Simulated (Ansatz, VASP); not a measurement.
# GeBr2 (1T-GeBr2, 1 layer) in two plane-wave programs

One calculation is typed for both programs; each brings its own data sets. How far apart do they land? The structure shown is the start of the Ansatz relaxation below; VASP solves that cell, so the two are compared at the walk's first step.

Calculated with Ansatz 0.2.0; plane waves, with VASP 6.6.1 beside it; single point at PBE.

### Step 1. The structure

The cell holds 3 atoms: 2 Br and 1 Ge. Its edges and angles: a = 3.289 Å, b = 3.289 Å, c = 17.803 Å, α = 90.0°, β = 90.0°, γ = 120.0°. Vacuum lies along c.

### Step 2. Ansatz: relaxation, PBE

Ansatz runs on its default PAW (the set named soft_2) files.

The two programs are compared at the cell with which this relaxation starts, whose forces are those of its first step.

File input.yaml:

```yaml
crystal:
  lattice:
    - [3.28874, 0.0, 0.0]
    - [-1.64437, 2.8481323864, 0.0]
    - [0.0, 0.0, 17.8030909635]
  atoms:
    - { symbol: Br, position: [0.6666666667, 0.3333333333, 0.4212751603] }
    - { symbol: Ge, position: [0.0, 0.0, 0.5] }
    - { symbol: Br, position: [0.3333333333, 0.6666666667, 0.5787248397] }
kpoints:
  mp_grid: { grid: [12, 12, 1] }
hamiltonian:
  xc: pbe
scf:
  occupations: { method: fermi_dirac, width: 0.05 }
  convergence: { dr2_threshold: 1.0e-08 }
efield:
  axis: 3
  dipole_correction: true
  ramp_position: 0.97
  ramp_width: 0.04
relax:
  f_tol: 0.01
  cell: { fix: [c, alpha, beta] }
output:
  write_potential: true
  write_density: true
  volumetric_format: npy
```

On the command line:

```sh
ansatz run input.yaml --threads 2 --pin off --max-ram 4096MiB --backend cpu --events-out ev --progress --plain --runs-dir out
```

Numbers of over 12 decimals in the logs are rounded to 6 here.

What it wrote:

```text
Warning: relax.cell: scf.convergence.dr2_threshold = 1e-8 eV is looser than the 3e-10 eV advised for a relaxation that steers and ends on the stress (1e-10 eV for each atom of the cell: 3). What an SCF threshold leaves in a stress goes as its square root, and in the free energy as the threshold itself, and one threshold admits the most on a small cell: [figures from the program's tests cut] Set scf.convergence.dr2_threshold to 3e-10 eV or tighter. The threshold is an SCF's pass mark: one that does not reach it within its budget of iterations ends unconverged, or closes short of it on a stop that the run arms, and scf.convergence.dr2_threshold's page says what that costs each kind of run
Engine: ansatz 0.2.0, aarch64-unknown-linux-gnu
Pseudopotentials: kind: paw
Pseudopotential: Br, paw, valence charge 7, recommended cutoff 420 eV (normal), Br.paw.azcp
Pseudopotential: Ge, paw, valence charge 14, recommended cutoff 420 eV (normal), Ge.paw.azcp
Functional definition: PBE
  parameter kappa = 0.804
  parameter beta = 0.066725
  exchange = pbe_x(kappa = kappa, mu = beta*pi^2/3)
  correlation = pbe_c(beta = beta)
Crystal: 3 atoms, lattice volume = 166.757 Å³
Basis set: ecut = 420 eV, 3323 PW (Γ), exchange–correlation on 48×48×240 points (8 copies of the dense FFT grid, shifted against one another)
Bands: 18, of which v1, the nominal top of the filled ones, is band 14 counted from 1 (13 counted from 0)
Symmetry: 6 space group operations
k-points: 19 of 144 (time reversal used)
Non-local potential: Br, projectors of the file, l = 0: 2, l = 1: 2, l = 2: 2
Non-local potential: Ge, projectors of the file, l = 0: 2, l = 1: 2, l = 2: 3, l = 3: 1
PAW form: soft (Blöchl's): semilocal exchange-correlation on the pseudo side does not see the compensation charge
PAW one-centre angular grid: Br, 110 points (default); XC on 64 Gauss nodes
PAW one-centre angular grid: Ge, 590 points (default); XC on 64 Gauss nodes
Initial density: superposition of atomic densities (neutral atoms: chi_scale 0, normalization atom), corrected by the library's trained network
Initial wavefunctions: pseudopotential atomic-orbital guess
Functional: x = pbe(κ = 0.804, μ = 0.219515), c = pbe(β = 0.066725)
SCF iter   1: F=—  HF=-9858.417926 eV  |F-HF|=—  |Δ(HF+E_count)|=         —  Δρ=2.31e-3  dr2=1.40e-2  ethr=1.77e-3  p=0.000 e·Å  D=5.40e-4 V/Å  ΔV_dip=-0.01 eV  dr2_dipole=1.30e-6  V_vac-E_F(+/−)=2.20/2.21 eV  ⟨swp⟩=9.7  Hψ=2465  notcnv=0
efield: sawtooth ramp at fractional position 0.9700 (set: `efield.ramp_position`, or a place that a band, a saddle search or an elastic batch's reference lends), width 0.0400; the density the first Hamiltonian is built on has a dipole p = 0.000 e·Å; the dipole correction subtracts the counter field D = 5.40e-4 V/Å, which shifts the + side's vacuum level by -0.01 eV against the − side's; the planar-averaged density in the ramp window peaks in size at 5.7e-5 e/Å³
preconditioner: auto → none  [insulator: Δε(μ)=1.073 eV  Ē_g=12.026 eV  σ=0.050 eV  W_gap=1.00  n_scr=10 (ndim 8)  ℏωp=12.1 eV  f_vac=0.640  D(μ)=0.00/eV (n_scr^D=0)  ε∞_Penn≈2.0]
SCF iter   2: F=—  HF=-9858.417947 eV  |F-HF|=—  |Δ(HF+E_count)|=   2.16e-5  Δρ=1.35e-3  dr2=4.18e-3  ethr=4.99e-5  p=-0.000 e·Å  D=-2.99e-4 V/Å  ΔV_dip=0.01 eV  dr2_dipole=1.03e-5  V_vac-E_F(+/−)=2.45/2.45 eV  ⟨swp⟩=2.8  Hψ=885  notcnv=0
SCF iter   3: F=—  HF=-9858.418502 eV  |F-HF|=—  |Δ(HF+E_count)|=   5.55e-4  Δρ=7.12e-4  dr2=1.96e-3  ethr=1.49e-5  p=0.002 e·Å  D=1.76e-3 V/Å  ΔV_dip=-0.03 eV  dr2_dipole=1.36e-4  V_vac-E_F(+/−)=2.38/2.41 eV  ⟨swp⟩=2.6  Hψ=552  notcnv=0
SCF iter   4: F=—  HF=-9858.419317 eV  |F-HF|=—  |Δ(HF+E_count)|=   8.15e-4  Δρ=4.85e-4  dr2=3.67e-3  ethr=6.99e-6  p=-0.004 e·Å  D=-4.79e-3 V/Å  ΔV_dip=0.09 eV  dr2_dipole=1.14e-3  V_vac-E_F(+/−)=2.51/2.42 eV  ⟨swp⟩=3.3  Hψ=653  notcnv=0
SCF iter   5: F=—  HF=-9858.418982 eV  |F-HF|=—  |Δ(HF+E_count)|=   3.35e-4  Δρ=1.96e-4  dr2=1.39e-4  ethr=6.99e-6  p=0.001 e·Å  D=8.55e-4 V/Å  ΔV_dip=-0.02 eV  dr2_dipole=3.11e-5  V_vac-E_F(+/−)=2.47/2.48 eV  ⟨swp⟩=2.1  Hψ=447  notcnv=0
SCF iter   6: F=—  HF=-9858.419045 eV  |F-HF|=—  |Δ(HF+E_count)|=   6.30e-5  Δρ=8.28e-5  dr2=1.54e-5  ethr=4.97e-7  p=0.000 e·Å  D=2.26e-4 V/Å  ΔV_dip=-0.00 eV  dr2_dipole=1.94e-6  V_vac-E_F(+/−)=2.48/2.49 eV  ⟨swp⟩=1.8  Hψ=434  notcnv=0
SCF iter   7: F=—  HF=-9858.419064 eV  |F-HF|=—  |Δ(HF+E_count)|=   1.92e-5  Δρ=1.61e-5  dr2=4.28e-7  ethr=5.49e-8  p=-0.000 e·Å  D=-6.58e-6 V/Å  ΔV_dip=0.00 eV  dr2_dipole=2.82e-9  V_vac-E_F(+/−)=2.49/2.49 eV  ⟨swp⟩=2.3  Hψ=491  notcnv=0
[...]
preconditioner: auto → Resta (q_TF=auto, 1.887 Å⁻¹)  ε∞=2.0  [insulator: Δε(μ)=2.356 eV  Ē_g=9.726 eV  σ=0.050 eV  W_gap=1.00  n_scr=28 (ndim 8)  ℏωp=9.8 eV  f_vac=0.629  D(μ)=0.00/eV (n_scr^D=0)  ε∞_Penn≈2.0  vacuum switching on, ρ_ref=6.9e-3 e/Å³]
SCF iter   2: F=—  HF=-9863.087993 eV  |F-HF|=—  |Δ(HF+E_count)|=   3.62e-4  Δρ=3.64e-4  dr2=4.99e-4  ethr=5.28e-6  p=0.000 e·Å  D=1.88e-5 V/Å  ΔV_dip=-0.00 eV  dr2_dipole=6.27e-9  V_vac-E_F(+/−)=5.33/5.34 eV  ⟨swp⟩=1.9  Hψ=495  notcnv=0
[...]
iter 1 solved again at ethr=5.29e-7 eV; its pass at ethr=3.10e-3 eV (dr2=1.48e-4 eV) is discarded
SCF iter   1: F=—  HF=-9863.065291 eV  |F-HF|=—  |Δ(HF+E_count)|=         —  Δρ=6.05e-4  dr2=2.85e-5  ethr=5.29e-7  p=0.000 e·Å  D=7.56e-6 V/Å  ΔV_dip=-0.00 eV  dr2_dipole=5.56e-12  V_vac-E_F(+/−)=5.36/5.36 eV  ⟨swp⟩=3.3  Hψ=2985  notcnv=0
efield: sawtooth ramp at fractional position 0.9700 (set: `efield.ramp_position`, or a place that a band, a saddle search or an elastic batch's reference lends), width 0.0400; the density the first Hamiltonian is built on has a dipole p = 0.000 e·Å; the dipole correction subtracts the counter field D = 7.56e-6 V/Å, which shifts the + side's vacuum level by -0.00 eV against the − side's; the planar-averaged density in the ramp window peaks in size at 8.3e-6 e/Å³
preconditioner: auto → Resta (q_TF=auto, 1.887 Å⁻¹)  ε∞=2.0  [insulator: Δε(μ)=2.344 eV  Ē_g=9.708 eV  σ=0.050 eV  W_gap=1.00  n_scr=28 (ndim 8)  ℏωp=9.8 eV  f_vac=0.629  D(μ)=0.00/eV (n_scr^D=0)  ε∞_Penn≈2.0  vacuum switching on, ρ_ref=6.8e-3 e/Å³]
SCF iter   2: F=—  HF=-9863.081235 eV  |F-HF|=—  |Δ(HF+E_count)|=   1.59e-2  Δρ=3.03e-4  dr2=8.59e-6  ethr=1.02e-7  p=0.000 e·Å  D=6.91e-6 V/Å  ΔV_dip=-0.00 eV  dr2_dipole=1.25e-11  V_vac-E_F(+/−)=5.36/5.36 eV  ⟨swp⟩=2.3  Hψ=595  notcnv=0
SCF iter   3: F=—  HF=-9863.086942 eV  |F-HF|=—  |Δ(HF+E_count)|=   5.71e-3  Δρ=1.25e-4  dr2=1.24e-6  ethr=3.07e-8  p=0.000 e·Å  D=8.18e-6 V/Å  ΔV_dip=-0.00 eV  dr2_dipole=2.76e-11  V_vac-E_F(+/−)=5.36/5.36 eV  ⟨swp⟩=2.1  Hψ=545  notcnv=0
SCF iter   4: F=—  HF=-9863.088474 eV  |F-HF|=—  |Δ(HF+E_count)|=   1.53e-3  Δρ=1.22e-5  dr2=4.89e-8  ethr=4.44e-9  p=0.000 e·Å  D=5.37e-6 V/Å  ΔV_dip=-0.00 eV  dr2_dipole=2.03e-10  V_vac-E_F(+/−)=5.36/5.36 eV  ⟨swp⟩=3.2  Hψ=789  notcnv=0
SCF iter   5: F=—  HF=-9863.088503 eV  |F-HF|=—  |Δ(HF+E_count)|=   2.96e-5  Δρ=1.89e-6  dr2=1.10e-8  ethr=3.57e-11  p=0.000 e·Å  D=1.26e-5 V/Å  ΔV_dip=-0.00 eV  dr2_dipole=1.31e-9  V_vac-E_F(+/−)=5.36/5.36 eV  ⟨swp⟩=14.2  Hψ=2990  notcnv=0
SCF iter   6: F=-9863.088504 eV  HF=-9863.088504 eV  |F-HF|=3.75e-10  |Δ(HF+E_count)|=   5.32e-7  Δρ=8.10e-7  dr2=7.01e-9  ethr=3.57e-11  p=0.000 e·Å  D=1.63e-6 V/Å  ΔV_dip=-0.00 eV  dr2_dipole=1.65e-9  V_vac-E_F(+/−)=5.36/5.36 eV  ⟨swp⟩=10.8  Hψ=2434  notcnv=0
SCF 11 converged in 6 iterations: F = -9863.088504 eV  dr2 = 7.01e-9
relax step  11: F+E_penalty+E_count = -9863.08850370 eV  Δ(F+E_penalty+E_count) = -5.604e-4 eV  max|allowed force component| = 4.142e-3 eV/Å  Δτ_max = 0.0000 Å  P = -0.007 GPa  Ω = 255.829 Å³  fix = [c, alpha, beta]  reactions: c +0.008 GPa  stress off target by 1.53e-2 GPa on what of the cell is left free  SCF on the basis re-selected at this cell (its energy is not comparable with the rows above)  (6 SCF iters)
basis re-selected at this cell: Δ(F+E_penalty+E_count) = -5.604e-4 eV, ΔP = -0.006 GPa vs the last step (what re-selecting the basis moved, of the pressure what is left beyond the Pulay correction that the steps carried, after the strain that the cell walked since its last selection, with what the two solves' SCF thresholds leave and, on support functions, any second-order correction that the steps lacked; it is no measure of the basis error at this ecutwfc). The dense FFT grid was sized anew with the basis: this SCF ran on 30×30×120 points, the steps before it on 27×27×120, so part of this shift can come from that change (see relax.cell in the input reference). [rest of the remark cut]
SCF converged after 6 iterations
Free energy (F): -9863.088504 eV
Harris-Foulkes:  -9863.088504 eV  (|F-HF|=3.75e-10)
Internal energy: -9863.088504 eV  (E = F + TS)
E sigma→0 (E₀):  -9863.088504 eV
Fermi energy:    -1.913483 eV
Dipole field:    D = 0.000050 V/Å  (p = 0.000071 e·Å, saw-weighted, corrected)
Work function:   Φ+ = 5.3584 eV   Φ− = 5.3593 eV
Levels:          The Fermi level and band energies are counted from a zero that moves with the ramp; work functions are not
--- Per-component energies (eV) ---
  E_band       = -418.507181
  E_kinetic    = 372.612819
  E_local      = -11435.939939  (includes V_loc(G=0)·N_el)
  E_nonlocal   = 551.951995
  E_hartree    = 5341.561085
  E_xc         = -602.333665
  E_vxc        = -268.433341  (∫ρ·V_xc dr)
  E_paw        = -6505.503861  (= ΣΔE_a)
  E_vpaw       = -321.820279  (= ΣTr[D̂ρ^β])
  E_aug_tail   = 0.000254  (compensation charges beyond the density's cutoff)
  E_efield     = 0.000000  (sawtooth field / dipole correction)
  E_vefield    = -0.000249  (∫n·V_field dr)
  E_ewald      = 2414.562810
  E_smearing   = -0.000000  (= −TS)
  E_closure    = 0.000000  (closes the sum)
  Σ components = -9863.088504   (vs F -9863.088504, Δ=0.00e0)
--- Forces (eV/Å), atoms counted from 1 ---
  atom   1  Br     0.00000000     0.00000000    -0.00414028
  atom   2  Ge     0.00000000     0.00000000     0.00006558
  atom   3  Br     0.00000000    -0.00000000     0.00407883
  max |Σ_I F_I| component: 4.12e-6 eV/Å
--- Stress (GPa, compression-positive) ---
       -0.015330       0.000000      -0.000000
        0.000000      -0.015330       0.000000
        0.000000       0.000000       0.008262
  P = ⅓ Tr σ = -0.0075 GPa (-0.075 kbar)
--- Band table (eV; the first three rows and the last of 19) ---
  k-point 0: bands = [... 10 lower, -4.4998, -4.3626, -4.3626, -3.6851, -0.8269, 0.3815, 0.3815, 2.8658]
  k-point 1: bands = [... 10 lower, -4.6362, -4.5191, -4.2967, -3.4421, -0.5816, 0.3254, 0.4587, 2.9983]
  k-point 2: bands = [... 10 lower, -4.9008, -4.5978, -4.2724, -3.2161, -0.2190, 0.4786, 0.6509, 3.2748]
  k-point 18: bands = [... 10 lower, -6.0511, -4.6123, -4.6123, -3.2132, 1.0432, 1.0432, 1.5555, 5.0806]
--- Relaxed structure (9 steps of the walk, 9 accepted, 2 SCFs on fresh bases) ---
  F+E_penalty+E_count = -9863.08850370 eV   max|allowed force component| = 4.142e-3 eV/Å   (the final SCF, on the basis selected at the relaxed cell)
  cell:  # Å, volume = 255.8291 Å³
    - [4.073446, 0, 0]
    - [-2.036723, 3.527707, 0]
    - [0, 0, 17.8030909635]
  atoms:
    - { symbol: Br, position: [0.666667, 0.333333, 0.409959] }
    - { symbol: Ge, position: [0, 0, 0.500000] }
    - { symbol: Br, position: [0.333333, 0.666667, 0.590040] }
```

(Continued in part 2 of 2.)

[Lines on the potential files, build, host, timing and source positions are cut from VASP's logs without a mark.]

[Logs are printed without paths, hosts, clocks, repeated set-up lines and the standing remarks that a program may print on its own settings, such as how far it seeks lower states.]

[Hosts, paths, dates, database ids (printed as entryN), source tags and the programs' standing remarks are cut or masked in the printed files.]
